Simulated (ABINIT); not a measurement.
The system is BN.

```xyz
4
Lattice="2.5539 0.0000 0.0000 -1.2770 2.2118 0.0000 0.0000 0.0000 4.2269" Properties=species:S:1:pos:R:3 pbc="T T T"
N     0.0000    1.4745    0.5295
N     1.2770    0.7373    2.6430
B     0.0000    1.4745    2.1123
B     1.2770    0.7373    4.2257
```

Measurements of this composition are mostly on another form, of space group No. 194.

Program: ABINIT 10.8.3 (patched build). Alike in all runs: no spin polarisation; cell as given.

Order these runs on this cell by their pressure, lowest first.
A. level PBE; potentials or basis PseudoDojo NC SR PBE v0.4.1 standard; k mesh 8 × 8 × 4; cutoff (eV) 952; smearing fixed
B. level PBEsol; potentials or basis JTH PAW PBE v2.0; k mesh 12 × 12 × 6; cutoff (eV) 707; smearing fermi-dirac 0.05 eV; fine-grid cutoff 1306.15 eV
C. level HSE06; potentials or basis PseudoDojo NC SR PBE v0.4.1 standard; k mesh 8 × 8 × 4; cutoff (eV) 952; smearing fixed; most SCF steps 60
D. level LDA; potentials or basis JTH PAW LDA v2.0; k mesh 12 × 12 × 6; cutoff (eV) 707; smearing fermi-dirac 0.05 eV; fine-grid cutoff 1306.15 eV

D (-13.9 GPa), C (-8.7 GPa), B (-5.7 GPa), A (-1.6 GPa).

Caveats: the PAW data sets were made with another functional, which shifts forces and pressure a little (some runs); Libxc's HSE differs a little from that of other programs (some runs); the potentials were made for another functional, which shifts forces and pressure (some runs).
